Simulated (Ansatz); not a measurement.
# Calculated Zr-91 NMR of the central transition for ZrO₂

Cell: a measured structure from the Crystallography Open Database (COD), its atoms then relaxed with PBE in this cell.

Space group P4_2/nmc:1 (No. 137); a = 3.5961, c = 5.1770 Å.

```csv
site,Wyckoff,site symmetry,x,y,z
Zr,2a,-4m2,0.0000,0.0000,0.0000
O,4d,2mm.,0.0000,0.5000,0.2012
```

One atom of each set is listed.

The numbers come from a DFT calculation in Ansatz (PBE, plane waves and PAW, scalar-relativistic, 420 eV cutoff, Γ-centred 8×8×6 k-points, Fermi–Dirac smearing 0.02 eV).

Zr-91 has I = 5/2 and Q = -176.0 mb (Pyykkö 2018); at 18.8 T its Larmor frequency is ν₀ = 74.7 MHz. Only the quadrupole interaction is simulated: positions count from each site's isotropic chemical shift, and shift anisotropy, dipolar and J coupling are left out.

Question: Simulate the second-order pattern (static powder, Gaussian broadening 7 kHz) of site Zr (8 O at 2.08–2.37 Å).

Answer: The calculation gives C_Q = -22.2 MHz and η = 0.00, so ν_Q = 3.34 MHz and the centre of gravity lies at -532 ppm (-39.7 kHz).

```tsv
offset (kHz)	height
-145.3	0
-137.8	19
-130.3	100
-122.8	67
-115.3	49
-107.8	40
-100.3	36
-92.8	33
-85.3	30
-77.8	29
-70.3	28
-62.7	27
-55.2	26
-47.7	25
-40.2	25
-32.7	25
-25.2	24
-17.7	24
-10.2	24
-2.7	23
4.8	19
12.3	20
19.8	21
27.3	22
34.8	23
42.3	25
49.8	29
57.3	34
64.8	47
72.3	71
79.8	14
87.3	0
```

An axis of threefold or higher order runs through Zr, so V_zz lies along it and η is zero.

At this cell the PBE pressure is 6 GPa, so with PBE the cell would grow if it were relaxed. Without spin–orbit coupling (the program notes it for Zr) the gradients are little affected as a rule: paired runs on crystals with a gap mostly move them by under 2 % at such atoms.
